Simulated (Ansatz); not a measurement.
Below is the output of a Python script on the Ansatz DFT code, driven from Python that makes a calculation of the dielectric tensor and Born charges of ZnS, space group P6_3mc. Write a script that gives it. Use: PBEsol, PAW, the default cutoff (420 eV here), 6×6×4 k-points, fixed occupations.

```
Zn S
1.0
     3.81100    0.00000    0.00000
    -1.90550    3.30042    0.00000
     0.00000    0.00000    6.23400
Zn S
2 2
Direct
  0.33333 0.66667 0.00000
  0.66667 0.33333 0.50000
  0.33333 0.66667 0.38500
  0.66667 0.33333 0.88500
```

```console
$ python zns.py
DeckWarning: basis.ecutwfc = 420 eV, auto-derived from the records' recommended cutoffs: set by Zn (normal level)
eps_inf
[[6.006 0.    0.   ]
 [0.    6.006 0.   ]
 [0.    0.    6.076]]
Zn Z* trace/3 = +1.956 e
Zn Z* trace/3 = +1.956 e
S  Z* trace/3 = -1.956 e
S  Z* trace/3 = -1.956 e
charge neutrality missed by 0.0022 e before the sum rule
```
(Warnings from the package without file and line.)

The script that was run (others could print the same):

`zns.py`:
```python
'''High-frequency dielectric tensor and Born charges of ZnS.'''

import ansatz as az
import numpy as np

crystal = (
    az.Lattice.from_parameters(3.811, 3.811, 6.234, alpha=90, beta=90, gamma=120)
    .space_group(186)
    .atom('Zn', (1 / 3, 2 / 3, 0.0))
    .atom('S', (1 / 3, 2 / 3, 0.385))
)

# an insulator: whole occupations
base = (
    crystal.calculation()
    .pseudopotentials('paw')
    .kpoints(6, 6, 4)
    .scf(tolerance=1e-10)
    .functional('PBEsol')
    .occupations('fixed')
    .dielectric()
)
res = base.run(threads=1, backend='cpu')
response = res.dielectric
eps = np.asarray(response.eps_inf)

print('eps_inf')
print(np.round(eps, 3) + 0.0)
for site, z in zip(res.lattice.sites, response.zstar_e):
    print(f'{site.symbol:2s} Z* trace/3 = {np.trace(z) / 3:+.3f} e')
print(f'charge neutrality missed by {response.zstar_sum_residual_pre_e:.4f} e before the sum rule')
```

Caveats:
- Under fixed occupations the level called the Fermi level is the highest filled one on the SCF mesh; off the mesh a filled band can lie a little above it.
- Averages over directions belong to no single polarisation, least of all in layered crystals.
- Pressure is positive in compression.
- The structure is a deposited one; some such entries were measured under pressure or heat, so a shift against it needn't be the functional's error alone.
- This is the electronic (clamped-ion) response; a semilocal gap that is too small tends to raise it. The typed mesh is that of the SCF; the response is solved on denser meshes that the run picks.
- Run time: 2.4 min on 1 thread of Intel(R) Xeon(R) Processor @ 2.30GHz, with other jobs on the host, peak memory 1 GiB.
